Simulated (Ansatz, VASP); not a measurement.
**Al35ZnN36 (Zn_Al): VASP beside Ansatz**

Wanted: the spread between two codes on one cell, functional and k mesh. The cell is taken from a series of runs on this material, whose earlier steps may have relaxed, scaled, displaced or heated it; both programs get it as it stands.

Calculated with Ansatz 0.2.0; plane waves, with VASP 6.6.1 beside it; single point at r2SCAN.

## (1) Set-up

The cell holds 72 atoms: 35 Al, 36 N and 1 Zn. Its edges and angles: a = 9.320 Å, b = 9.320 Å, c = 9.956 Å, α = 90.0°, β = 90.0°, γ = 120.0°. It derives from AlN (AlN (P6_3mc)). Nearest the centre at fractional (0.444, 0.556, 0.500): Zn72 at 0.09 Å, N52 at 1.98 Å, N56 at 1.99 Å, N40 at 1.99 Å, N55 at 2.01 Å, N53 at 3.08 Å, Al20 at 3.09 Å, Al5 at 3.09 Å. The cell carries charge +1.

Structure file:

```xyz
72
Lattice="9.3196 0.0000 0.0000 -4.6598 8.0710 0.0000 0.0000 0.0000 9.9565" Properties=species:S:1:pos:R:3 pbc="T T T"
Al    1.5505    0.8910    2.4820
Al   -0.0135    1.7633    4.9828
Al    1.5490    0.8905    7.4713
Al   -0.0010    1.7818    9.9506
Al   -0.0041    3.5715    2.4662
Al   -1.5724    4.4911    4.9888
Al   -0.0378    3.5611    7.4695
Al   -1.5598    4.4870    9.9524
Al   -1.5519    6.2756    2.4868
Al   -3.1057    7.1727    4.9767
Al   -1.5560    6.2788    7.4723
Al   -3.1056    7.1726    0.0012
Al    4.6611    0.8995    2.4799
Al    3.0859    1.7621    4.9954
Al    4.6600    0.8997    7.4710
Al    3.1020    1.7830    9.9476
Al    3.1050    3.5860    2.4405
Al    3.1383    3.5681    7.4731
Al    1.5487    4.4867    9.9490
Al    1.5635    6.2860    2.4666
Al   -0.0169    7.1842    4.9884
Al    1.5569    6.3225    7.4714
Al   -0.0056    7.1769    9.9538
Al    7.7632    0.8977    2.4837
Al    6.2100    1.7949    4.9783
Al    7.7596    0.9003    7.4700
Al    6.2119    1.7941    0.0004
Al    6.2090    3.5839    2.4811
Al    4.6742    4.5179    4.9941
Al    6.2095    3.5847    7.4704
Al    4.6649    4.4913    9.9492
Al    4.6622    6.2823    2.4828
Al    3.1252    7.1991    4.9843
Al    4.6623    6.2840    7.4721
Al    3.1145    7.1802    9.9511
N     1.5440    0.8927    4.3830
N     0.0026    1.7833    1.8866
N     1.5491    0.8937    9.3627
N    -0.0017    1.7842    6.8761
N    -0.0808    3.5207    4.3661
N    -1.5515    4.4807    1.8967
N    -0.0036    3.5865    9.3658
N    -1.5571    4.4832    6.8770
N    -1.5528    6.2759    4.3873
N    -3.0998    7.1696    1.8970
N    -1.5548    6.2787    9.3669
N    -3.1025    7.1716    6.8727
N     4.6495    0.9064    4.3807
N     3.1051    1.7888    1.8888
N     4.6564    0.8992    9.3645
N     3.1039    1.7892    6.8790
N     3.1842    3.5420    4.3518
N     1.5496    4.4845    1.8985
N     3.1017    3.5890    9.3691
N     1.5507    4.4870    6.9866
N     1.5699    6.3782    4.3690
N     0.0031    7.1732    1.8979
N     1.5511    6.2811    9.3676
N    -0.0014    7.1778    6.8762
N     7.7551    0.9017    4.3801
N     6.2131    1.7929    1.8963
N     7.7596    0.9000    9.3614
N     6.2104    1.7945    6.8733
N     6.1978    3.5900    4.3816
N     4.6625    4.4866    1.8916
N     6.2095    3.5885    9.3642
N     4.6617    4.4880    6.8783
N     4.6589    6.2871    4.3830
N     3.1152    7.1752    1.8880
N     4.6596    6.2806    9.3639
N     3.1139    7.1801    6.8777
Zn    1.4846    4.5192    4.9236
```

## (2) Ansatz: single point, r2SCAN

Ansatz runs on its PAW soft_1 files.

With cell and atoms fixed, the geometry can't cause a difference; cores, projectors, grids and the points listed under the comparison can.

Input file input.yaml:

```yaml
crystal:
  checkpoint: "../qp1_M2.relax.run"
  host: checkpoint
total_charge: 1
basis:
  ecutwfc: 500
  xc_grid: 2
hamiltonian:
  xc: r2scan
  pseudopotentials: { kind: paw, azcp: { folder: soft_1 } }
kpoints:
  mp_grid: { grid: [2, 2, 2], shift: [0.5, 0.5, 0.5] }
magnetization:
  spin_polarized: true
  initial_magnetization: 2
  spin_locking: { lock_magnetization: hard }
scf:
  occupations: { method: fermi_dirac, width: 0.01 }
  max_iter: 100
output:
  forces: true
  eigenvalues: true
  charged_corrections:
    epsilon: [4.49, 4.49, 4.72]
    static_epsilon: [8.15, 8.15, 9.65]
    defect_position: [0.444444, 0.555556, 0.499602]
  eigenstates: { localisation: true }
  populations: true
  efg: {}
checkpoint:
  read: "../qp1_M2.relax.run"
  write: "../qp1_M2.point.run"
  compress: false
  write_wavefunctions: false
  write_every: 100000
```

Launch:

```sh
$ ansatz run input.yaml --threads 4 --pin off --max-ram 7536MiB --backend cpu --events-out ev --progress --plain --runs-dir out
```

Numbers of over 12 decimals in the logs are rounded to 6 here.

Log:

```text
Warning: This run holds its total moment fixed (magnetization.spin_locking.lock_magnetization: hard) and mixes its density by anderson or broyden (scf.mixing.algorithm, typed or taken by auto). Slabs with a fixed moment have converged under broyden above another state at the same moment, at the default mixing steps and at smaller ones, and under scf.lower_state_search: standard, light or off a state that such a mixer [...]
crystal.checkpoint: the structure is that of <dir>, a `relax` run, at its step 8: its result, under r2scan at a charge of 1 e; 72 atoms read, 0 with a starting moment; crystal.structure_sha256 for this input is
Engine: ansatz 0.2.0, aarch64-unknown-linux-gnu
Pseudopotentials: kind: paw
Pseudopotential: Al, paw, valence charge 3, recommended cutoff 500 eV (meta_gga), soft_1/Al.paw.azcp
Pseudopotential: N, paw, valence charge 5, recommended cutoff 500 eV (meta_gga), soft_1/N.paw.azcp
Pseudopotential: Zn, paw, valence charge 12, recommended cutoff 500 eV (meta_gga), soft_1/Zn.paw.azcp
Functional definition: r2SCAN
  parameter k0 = 0.174
  parameter k1 = 0.065
  parameter a1 = 4.9479
  exchange = r2scan_x(k0 = k0, k1 = k1, a1 = a1)
  correlation = r2scan_c
Crystal: 72 atoms, lattice volume = 748.907 Å³
Basis set: ecut = 500 eV, 18913 PW (Γ), exchange–correlation on 144×144×150 points (8 copies of the dense FFT grid, shifted against one another)
Bands: 221, of which v1, the nominal top of the filled ones, is band 148 counted from 1 (147 counted from 0)
Symmetry: 1 space group operations
Space group: P1 (ITA 1), of the structure as read, at distance tolerance 9.1e-5 Å
Magnetic group: BNS 1.1 (UNI 1), of the structure as read, at distance tolerance 9.1e-5 Å
k-points: 4 of 8 (time reversal used)
Non-local potential: Al, projectors of the file, l = 0: 2, l = 1: 2, l = 2: 1
Non-local potential: N, projectors of the file, l = 0: 2, l = 1: 2, l = 2: 1
Non-local potential: Zn, projectors of the file, l = 0: 2, l = 1: 2, l = 2: 3, l = 3: 1
PAW form: soft (Blöchl's): semilocal exchange-correlation on the pseudo side does not see the compensation charge
PAW frozen core: Al, regenerated for the run's functional (the file was generated under x = pbe(κ = 0.804, μ = 0.219515), c = pbe(β = 0.066725))
PAW frozen core: N, regenerated for the run's functional (the file was generated under x = pbe(κ = 0.804, μ = 0.219515), c = pbe(β = 0.066725))
PAW frozen core: Zn, regenerated for the run's functional (the file was generated under x = pbe(κ = 0.804, μ = 0.219515), c = pbe(β = 0.066725))
PAW one-centre angular grid: Al, 302 points (default); XC on 160 Gauss nodes
PAW one-centre angular grid: N, 302 points (default); XC on 160 Gauss nodes
PAW one-centre angular grid: Zn, 590 points (default); XC on 160 Gauss nodes
Initial density: read from a saved state, or passed on in memory by an earlier SCF of this step, an earlier step, the calling program or the single point that the run made first
Stability of the state it starts from, as read at its close in the collinear treatment: not read, because the mixer in use, unlike msr1, does not test its closes by its own steps (another_mixer); its run was given moments
Starting moments: Σ|m| = 2 μB on 72 of 72 sites; this step starts from the density that it was given
Initial wavefunctions: pseudopotential atomic-orbital guess — the wavefunctions supplied were not used: k-point sampling differs
Functional: x = r2scan, c = r2scan; τ floored in thin density (d = 2e-4 eV/Å³)
iter 1 solved again at ethr=5.80e-6 eV; its pass at ethr=3.10e-3 eV (dr2=1.72e-2 eV) is discarded
SCF iter   1: F=—  HF=-36212.852818 eV  |F-HF|=—  |Δ(HF+E_count)|=         —  Δρ=1.02e-3 (↑7.69e-4 ↓1.02e-3)  dr2=1.47e-2  dr2_τ=2.80e-4  dr2_m=7.98e-4  M=2.000 μB ∫|m|=2.225 μB  β_m=1.20  ethr=5.80e-6  ⟨swp⟩=9.2  Hψ=13434  notcnv=0
preconditioner: auto → Resta (q_TF=auto, 2.337 Å⁻¹)  ε∞=3.8  [insulator: Δε(μ)=0.031 eV  Ē_g=14.056 eV  σ=0.010 eV  W_gap=0.64  n_scr=162 (ndim 8)  ℏωp=23.3 eV  f_vac=0.000  D(μ)=9.88/eV (n_scr^D=52)  ε∞_Penn≈3.8]
spin=Collinear: Resta preconditioning applied to the charge; magnetization (m = ρ↑ − ρ↓) channel mixes plain (no charge-response kernel on spin).
SCF iter   2: F=—  HF=-36212.852752 eV  |F-HF|=—  |Δ(HF+E_count)|=   6.56e-5  Δρ=6.49e-4 (↑5.47e-4 ↓6.49e-4)  dr2=6.84e-3  dr2_τ=5.22e-5  dr2_m=1.88e-4  M=2.000 μB ∫|m|=2.219 μB  β_m=1.20  ethr=4.98e-6  ⟨swp⟩=3.0  Hψ=3514  notcnv=0  κ⁻¹=1.0e0(r=1)
[...]
k-point 1 ↑: bands = [... 144 lower, 6.4093, 6.5497, 6.5725, 6.5920, 6.7139, 12.9327, 12.9738, 13.0073, ... 69 higher]
  k-point 2 ↑: bands = [... 144 lower, 6.4579, 6.4762, 6.5736, 6.7340, 6.7472, 12.4489, 12.8425, 13.1142, ... 69 higher]
  k-point 3 ↓: bands = [... 144 lower, 6.6217, 6.6400, 6.9333, 6.9907, 7.2099, 12.5168, 12.8734, 13.1214, ... 69 higher]
--- Löwdin populations: 72 sites ---
  site symbol       q [e]    m [muB]
     0     Al      1.8539    -0.0018
     1     Al      1.8691    -0.0082
     2      N      6.0635     0.0101
     3      N      6.0597     0.0192
     4     Al      1.8542    -0.0006
     5     Al      1.8554    -0.0017
     6      N      6.0619     0.0078
     7      N      6.0645     0.0064
     8     Al      1.8759    -0.0067
     9     Al      1.8774    -0.0054
    10      N      6.0989     0.2195
    11      N      6.0520     0.0351
    12     Al      1.8717    -0.0153
    13     Al      1.8565    -0.0022
    14      N      6.0450     0.0567
    15      N      6.0646     0.0061
    16     Al      1.8549    -0.0021
    17     Al      1.8576    -0.0012
    18      N      6.0623     0.0092
    19      N      6.0615     0.0068
    20     Al      1.8538    -0.0004
    21     Al      1.8543    -0.0009
    22      N      6.0594     0.0121
    23      N      6.0607     0.0059
[...]
64     Al      1.8536    -0.0018
    65     Al      1.8683    -0.0091
    66      N      6.0639     0.0101
    67      N      6.0596     0.0193
    68     Al      1.8542    -0.0006
    69     Al      1.8554    -0.0016
    70      N      6.0617     0.0076
    71      N      6.0649     0.0058
  spilling = 0.008334 (of n_electrons = 296.000000)
```

## (3) VASP: single point, r2SCAN

The same cell, functional, mesh and smearing now go to VASP, with its own data sets.

Lines of VASP's logs that name or quote its potential files are left out, and so is its time.

Input file INCAR:

```
SYSTEM = Al35ZnN36
PREC = Accurate
ENCUT = 580
EDIFF = 1E-06
NELM = 200
ISMEAR = -1
SIGMA = 0.01
LREAL = Auto
ALGO = Normal
METAGGA = R2SCAN
LASPH = .TRUE.
NELECT = 296
NBANDS = 200
ISPIN = 2
MAGMOM = -0 0 0 0 0 0 -0 0 -0 -0 0 -0 -0 -0 -0 0 0 -0 -0 0 0 -0 0 -0 -0 -0 -0 -0 -0 -0 0 -0 -0 0 0 0.01 0.01 0.01 0 0.15 0.03 0.04 0 0.01 0 0.01 0 0.05 0.02 0.01 0 0.32 0.01 0.04 0.34 0.17 0.03 0.04 0 0.02 0 0 0 0.05 0.02 0.01 0 0.01 0.01 0.01 0 0.12
LORBIT = 11
LWAVE = .FALSE.
LCHARG = .FALSE.
ISIF = 2
ISYM = 0
NUPDOWN = 2
GGA_COMPAT = .FALSE.
LMIXTAU = .TRUE.
KPAR = 4
```

Input file POSCAR:

```
Al35ZnN36
1.0
    9.3195655359      0.0000000860      0.0000000000
   -4.6597828424      8.0709804634      0.0000000000
    0.0000000000      0.0000000000      9.9564777190
Al N Zn
35 36 1
Direct
    0.2215687686      0.1103965799      0.2492884805
    0.1077955871      0.2184786597      0.5004558421
    0.2213739749      0.1103369663      0.7503961479
    0.1102785929      0.2207684408      0.9994109379
    0.2208167547      0.4425100426      0.2476973516
    0.1095049687      0.5564482781      0.5010582094
    0.2165541711      0.4412223317      0.7502107939
    0.1106091822      0.5559448543      0.9995869357
    0.2222523496      0.7775562415      0.2497638269
    0.1111094619      0.8887069796      0.4998473498
    0.2220097716      0.7779458667      0.7504919225
    0.1111108640      0.8886889604      0.0001191159
    0.5558646050      0.1114501186      0.2490693277
    0.4402808485      0.2183304737      0.5017247487
    0.5557570111      0.1114756971      0.7503623042
    0.4433039026      0.2209102821      0.9991111049
    0.5553260840      0.4443116994      0.2451204976
    0.5577930192      0.4420940961      0.7505780052
    0.4441324593      0.5559079451      0.9992533263
    0.5571851035      0.7788337519      0.2477424148
    0.4432464897      0.8901240730      0.5010167961
    0.5587392362      0.7833568175      0.7504013674
    0.4440130027      0.8892176910      0.9997279627
    0.8886141851      0.1112302359      0.2494519768
    0.7775330763      0.2223875690      0.5000044287
    0.8883926067      0.1115515036      0.7502664460
    0.7776824454      0.2222860164      0.0000397090
    0.8882598687      0.4440487505      0.2491931527
    0.7814311305      0.5597747178      0.5015905498
    0.8883579389      0.4441482937      0.7503017684
    0.7787926398      0.5564790269      0.9992739899
    0.8894477008      0.7783768004      0.2493695602
    0.7813242979      0.8919711680      0.5006099726
    0.8895672030      0.7785900075      0.7504767882
    0.7790082692      0.8896282230      0.9994642660
    0.2209783082      0.1106028518      0.4402115453
    0.1107571031      0.2209489562      0.1894881491
    0.2215791453      0.1107246392      0.9403614108
    0.1103518216      0.2210665382      0.6906149828
    0.2094411253      0.4362193483      0.4385224955
    0.1110990006      0.5551613663      0.1905008231
    0.2217975497      0.4443685969      0.9406779524
    0.1106623881      0.5554764376      0.6907035380
    0.2221778614      0.7775859966      0.4406505466
    0.1115438876      0.8883201191      0.1905298084
    0.2221383046      0.7779307476      0.9407848137
    0.1113815104      0.8885708928      0.6902714011
    0.5550496497      0.1123050198      0.4399876243
    0.4439997318      0.2216288745      0.1897090098
    0.5553426112      0.1114130525      0.9405448586
    0.4438931624      0.2216802550      0.6909024738
    0.5610961623      0.4388589278      0.4370803795
    0.4440852394      0.5556306438      0.1906769236
    0.5551558666      0.4446852486      0.9410016043
    0.4443657108      0.5559453491      0.7017142368
    0.5635847801      0.7902645053      0.4388081671
    0.4447133580      0.8887644091      0.1906210127
    0.5555536009      0.7782281215      0.9408510610
    0.4445205693      0.8893348574      0.6906307224
    0.8879918925      0.1117159408      0.4399213817
    0.7777418223      0.2221430413      0.1904636399
    0.8883701737      0.1115103521      0.9402280781
    0.7775501468      0.2223376467      0.6903305392
    0.8874336844      0.4448002715      0.4400713870
    0.7782400744      0.5558889887      0.1899894254
    0.8885967140      0.4446116926      0.9405139377
    0.7782389005      0.5560607399      0.6908360664
    0.8893923144      0.7789795711      0.4402189837
    0.7787761972      0.8890168367      0.1896278209
    0.8890683891      0.7781720427      0.9404868089
    0.7789396930      0.8896247198      0.6907807524
    0.4392670488      0.5599362173      0.4945150479
```

Input file KPOINTS:

```
Points of the shifted mesh
8
Reciprocal
 0.2500000000  0.2500000000  0.2500000000 1
 0.2500000000  0.2500000000  0.7500000000 1
 0.2500000000  0.7500000000  0.2500000000 1
 0.2500000000  0.7500000000  0.7500000000 1
 0.7500000000  0.2500000000  0.2500000000 1
 0.7500000000  0.2500000000  0.7500000000 1
 0.7500000000  0.7500000000  0.2500000000 1
 0.7500000000  0.7500000000  0.7500000000 1
```

Potentials, in the order of the species: Al, N and Zn (PBE family, release 64).

Launch:

```sh
$ mpirun -np 8 vasp_std
```

Log:

```text
[banner, memory and clock lines left out]
running    8 mpi-ranks, on    1 nodes
[...]
|                                                                             |
|           W    W    AA    RRRRR   N    N  II  N    N   GGGG   !!!           |
|           W    W   A  A   R    R  NN   N  II  NN   N  G    G  !!!           |
|           W    W  A    A  R    R  N N  N  II  N N  N  G       !!!           |
|           W WW W  AAAAAA  RRRRR   N  N N  II  N  N N  G  GGG   !            |
|           WW  WW  A    A  R   R   N   NN  II  N   NN  G    G                |
|           W    W  A    A  R    R  N    N  II  N    N   GGGG   !!!           |
|                                                                             |
|     For optimal performance we recommend to set                             |
|       NCORE = 2 up to number-of-cores-per-socket                            |
|     NCORE specifies how many cores store one orbital (NPAR=cpu/NCORE).      |
|     This setting can greatly improve the performance of VASP for DFT.       |
[...]
DAV:   5    -0.851401992625E+03   -0.14565E+00   -0.14547E+00  8152   0.342E+00BRMIX: very serious problems
 the old and the new charge density differ
 old charge density:   297.00000 new  296.00000
BRMIX: very serious problems
 the old and the new charge density differ
 old charge density:   297.00000 new  296.00000
BRMIX: very serious problems
 the old and the new charge density differ
 old charge density:   297.00000 new  296.00000
BRMIX: very serious problems
 the old and the new charge density differ
 old charge density:   297.00000 new  296.00000
    0.557E+01
DAV:   6    -0.720865738789E+03    0.13054E+03   -0.29197E+02  9152   0.931E+01    0.331E+01
DAV:   7    -0.697641496096E+03    0.23224E+02   -0.74870E+01  8280   0.408E+01    0.168E+01
DAV:   8    -0.700944887640E+03   -0.33034E+01   -0.85123E+00  8944   0.101E+01    0.994E+00
DAV:   9    -0.691314483677E+03    0.96304E+01   -0.31034E+00  7768   0.798E+00    0.414E+00
[...]
DAV:  22    -0.695262071891E+03   -0.25614E-05   -0.51390E-06  6704   0.749E-03    0.341E-03
DAV:  23    -0.695262070782E+03    0.11091E-05   -0.75946E-07  3808   0.433E-03    0.218E-03
DAV:  24    -0.695262071285E+03   -0.50315E-06   -0.60320E-07  3936   0.277E-03
   1 F= -.69526207E+03 E0= -.69526037E+03  d E =-.339506E-02  mag=     2.0000
```

From OUTCAR (step 3):

```text
  FREE ENERGIE OF THE ION-ELECTRON SYSTEM (eV)
  ---------------------------------------------------
  free  energy   TOTEN  =      -695.2620712854 eV

  energy  without entropy=     -695.2586762254  energy(sigma->0) =     -695.26037376

 magnetization (x)
# of ion       s       p       d       tot
------------------------------------------
    1       -0.000  -0.000   0.000  -0.001
    2       -0.001  -0.000   0.000  -0.001
    3       -0.000   0.000   0.000   0.000
    4       -0.000   0.001   0.000   0.000
    5       -0.001   0.001   0.000   0.001
    6       -0.000   0.003   0.000   0.002
    7       -0.002  -0.002   0.000  -0.004
    8       -0.000   0.001   0.000   0.000
    9       -0.000  -0.000   0.000  -0.001
   10       -0.000  -0.000   0.000  -0.000
   11       -0.000   0.000   0.000   0.000
   12       -0.000  -0.000   0.000  -0.000
   13       -0.000  -0.001   0.000  -0.001
[...]
--------------------------------------------------
tot          0.009   1.395   0.120   1.523
```

The cell is charged against a uniform background.

The run ends at a pressure of -1.32 GPa, with forces up to 0.12 eV/Å.

## (4) Side by side

Known differences besides the potentials themselves: VASP starts from the moments at which Ansatz ended; VASP keeps PBE cores, Ansatz makes them for the functional; the cutoff is 500 eV in Ansatz and 580 eV in VASP (PREC = Accurate, projectors in real space); site moments are counted in spheres of each program's own size. Total energies have different zeros and are not compared.

Both answers:

```csv
quantity,Ansatz,VASP,difference
"total moment, fixed by the input (μB)",2.00,2.00,0.00
moment on N55 (μB),0.34,0.33,+0.02
moment on N52 (μB),0.32,0.31,+0.01
moment on N56 (μB),0.17,0.16,+0.01
moment on Zn72 (μB),0.12,0.15,-0.03
moment on N40 (μB),0.15,0.15,+0.01
moment on N48 (μB),0.06,0.05,0.00
moment on N64 (μB),0.05,0.05,0.00
```

Forces on 8 of the 72 atoms, those with the largest forces and the largest differences (eV/Å; atoms numbered as in POSCAR):

```csv
atom,"Ansatz x, y, z","VASP x, y, z"
Al6,"-0.027, -0.032, -0.084","-0.028, -0.026, -0.074"
Al25,"-0.074, 0.046, -0.043","-0.059, 0.036, -0.049"
Al29,"-0.010, -0.084, -0.056","0.011, -0.060, -0.036"
N40,"-0.025, 0.113, -0.028","-0.059, 0.064, -0.035"
N52,"0.047, -0.004, 0.070","0.101, -0.040, 0.048"
N55,"0.010, -0.027, 0.016","0.004, -0.023, 0.070"
N56,"-0.055, -0.015, -0.067","-0.036, 0.034, -0.072"
Zn72,"0.053, -0.095, 0.010","0.031, -0.073, 0.008"
```

The forces differ by 10 meV/Å r.m.s., which is 33.0 % of the r.m.s. force of 0.032 eV/Å (both taken over all components). The cell carries a charge of +1 e against a uniform background, so its pressure also hangs on how the neutralising background is counted, and in a defect's cell a gap may be the spacing between its levels.

## (5) Outcome

| Quantity | Value |
| --- | --- |
| r.m.s. force difference (single point, r2SCAN) | 10 meV/Å |

In words: The r.m.s. force difference is 10 meV/Å (single point, r2SCAN), within the 12 meV/Å picked in this series as the mark of a large difference. Such differences can come from data sets, numerical settings and the points named under the comparisons, not from the functional's error against experiment.

[Lines on the potential files, build, host, timing and source positions are cut from VASP's logs without a mark.]

[Logs are printed without paths, hosts, clocks, repeated set-up lines and the standing remarks that a program may print on its own settings, such as how far it seeks lower states.]

[Hosts, paths, dates, database ids (printed as entryN), source tags and the programs' standing remarks are cut or masked in the printed files.]
